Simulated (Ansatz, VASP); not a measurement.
# ZrH: VASP beside Ansatz

The input INCAR:

```
SYSTEM = ZrH
  ALGO = Normal
  EDIFF = 1E-7
  ENCUT = 520
  GGA = CA
  ISIF = 2
  ISMEAR = 1
  LASPH = .TRUE.
  LCHARG = .TRUE.
  LELF = .TRUE.
  LREAL = .FALSE.
  LVHAR = .TRUE.
  LWAVE = .FALSE.
  NBANDS = 14
  NELM = 80
  PREC = Accurate
  SIGMA = 0.15
```

File KPOINTS:

```
k-points
0
G
  12 12 12
  0 0 0
```

Contents of POSCAR:

```
ZrH
1.0
   -1.6141474488      1.6141474488      2.4590605172
    1.6141474488     -1.6141474488      2.4590605172
    1.6141474488      1.6141474488     -2.4590605172
Zr H
1 1
Direct
    0.0000000000      0.0000000000      0.0000000000
    0.7500000000      0.2500000000      0.5000000000
```

Input for Ansatz:

```yaml
crystal:
  lattice:
    - [-1.614147448838227, 1.614147448838227, 2.459060517208388]
    - [1.614147448838227, -1.614147448838227, 2.459060517208388]
    - [1.614147448838227, 1.614147448838227, -2.459060517208388]
  atoms:
    - { symbol: Zr, position: [0.0, 0.0, 0.0] }
    - { symbol: H, position: [0.75, 0.25, 0.5] }
basis:
  ecutwfc: 450.0
kpoints:
  mp_grid:
    grid: [12, 12, 12]
hamiltonian:
  xc: lda
scf:
  occupations:
    method: cold
    width: 0.15
output:
  stress: true
```

The cell comes from a database or a generator and needn't be the stable form of this composition.

Alike in both runs: task single point; functional LDA; k mesh 12 × 12 × 12; no spin polarisation.

|  | VASP | Ansatz |
| --- | --- | --- |
| version | VASP 6.6.1 | Ansatz 0.2.0 |
| potentials or method | VASP PAW LDA potentials, release 64 (Zr_sv, H) | plane waves, PAW |
| plane-wave cutoff (eV) | 520 | 450 |
| occupations | methfessel-paxton of order 1, width 0.15 eV | cold, width 0.15 eV |
| valence electrons in the cell | 13 | 13 |

Ansatz gave:

```
pressure (GPa)                                  : -0.6
largest component of the traceless stress (GPa) : 0.34
```

Problem. What did VASP give for the same quantities?

Solution. Pressure (GPa): -0.4; largest component of the traceless stress (GPa): 0.38.
